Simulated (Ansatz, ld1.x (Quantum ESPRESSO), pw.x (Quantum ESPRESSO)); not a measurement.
# pw.x on bcc Mn: one setting changed

Potential: PAW, ld1.x (Quantum ESPRESSO) 7.5, PBEsol; core [Ar], reference 3d5 4s2 4p0; waves: 4s (bound): rcut 1.80, rcutus 2.30 bohr; 4s channel at 3.1 Ry: rcut 1.80, rcutus 2.30 bohr; 4p (bound, empty): rcut 2.60, rcutus 2.85 bohr; 4p channel at 2.85 Ry: rcut 2.60, rcutus 2.85 bohr; 3d (bound): rcut 1.50, rcutus 1.95 bohr; 3d channel at 0.6 Ry: rcut 1.50, rcutus 1.95 bohr; local part: all-electron potential smoothed inside 1.65 bohr (lloc = -1); core correction: none; augmentation: BESSEL, radius 1.20 bohr.

The reference run (k-mesh 17³, cutoffs 55/440 Ry, Fermi–Dirac 0.01 Ry, mixing_beta 0.4, conv_thr 1e-9, no spin) gives 4.74 GPa at 10.408 Å³/atom, where all-electron LAPW gives 0.50 GPa. This run, with its own iteration cap, changes smearing to gauss.

```
&control
  calculation='scf', prefix='x', pseudo_dir='./', outdir='./tmp', tstress=.true., disk_io='none'
/
&system
  ibrav=0, nat=1, ntyp=1, ecutwfc=55, ecutrho=440, nbnd=11,
  occupations='smearing', smearing='gauss', degauss=0.01
/
&electrons
  conv_thr=1e-09, mixing_beta=0.4, electron_maxstep=60
/
ATOMIC_SPECIES
Mn 1.0 Mn.UPF
CELL_PARAMETERS angstrom
  -1.37542136 1.37542136 1.37542136
  1.37542136 -1.37542136 1.37542136
  1.37542136 1.37542136 -1.37542136
ATOMIC_POSITIONS crystal
Mn 0.0000 0.0000 0.0000
K_POINTS automatic
17 17 17 0 0 0
```

```bash
pw.x < Mn.scf.in > Mn.scf.out
```

Problem. How does the run end?

Solution. It converges in 8 iterations; the free energy moves by +51.2 meV/atom and the pressure by -1.14 GPa. Gaussian smearing of the same width is narrower in effect than Fermi–Dirac, so its quadratic term in F is smaller.

```
Message from routine setup:
     using ibrav=0 with symmetry is DISCOURAGED, use correct ibrav instead
     lattice parameter (alat)  =       4.5019  a.u.
     unit-cell volume          =      70.2367 (a.u.)^3
     number of electrons       =         7.00
     number of Kohn-Sham states=           11
     kinetic-energy cutoff     =      55.0000  Ry
     charge density cutoff     =     440.0000  Ry
     scf convergence threshold =      1.0E-09
     Exchange-correlation= SLA  PW   PSX  PSC
     number of k points=   165  Gaussian smearing, width (Ry)=  0.0100
     iteration #  1     ecut=    55.00 Ry     beta= 0.40
     total energy              =    -122.12122962 Ry
     estimated scf accuracy    <       0.10496054 Ry
     iteration #  2     ecut=    55.00 Ry     beta= 0.40
     total energy              =    -122.13376964 Ry
     estimated scf accuracy    <       0.00573455 Ry
     iteration #  3     ecut=    55.00 Ry     beta= 0.40
     total energy              =    -122.13301414 Ry
     estimated scf accuracy    <       0.00197044 Ry
     iteration #  4     ecut=    55.00 Ry     beta= 0.40
     total energy              =    -122.13340880 Ry
     estimated scf accuracy    <       0.00020538 Ry
     iteration #  5     ecut=    55.00 Ry     beta= 0.40
     total energy              =    -122.13344167 Ry
     estimated scf accuracy    <       0.00000182 Ry
     iteration #  6     ecut=    55.00 Ry     beta= 0.40
     total energy              =    -122.13344716 Ry
     estimated scf accuracy    <       0.00000249 Ry
     iteration #  7     ecut=    55.00 Ry     beta= 0.40
     total energy              =    -122.13344777 Ry
     estimated scf accuracy    <       0.00000003 Ry
     iteration #  8     ecut=    55.00 Ry     beta= 0.40
     the Fermi energy is    14.9427 ev
!    total energy              =    -122.13344782 Ry
     estimated scf accuracy    <          8.8E-10 Ry
     smearing contrib. (-TS)   =      -0.00130781 Ry
     convergence has been achieved in   8 iterations
          total   stress  (Ry/bohr**3)                   (kbar)     P=       36.00
     Message from routine punch:
     Nothing written, as per user request (disk_io='none')
```

The run took about 13 s on one core of a shared host (Neoverse-V2, 96 threads, 742 GiB, load 54).
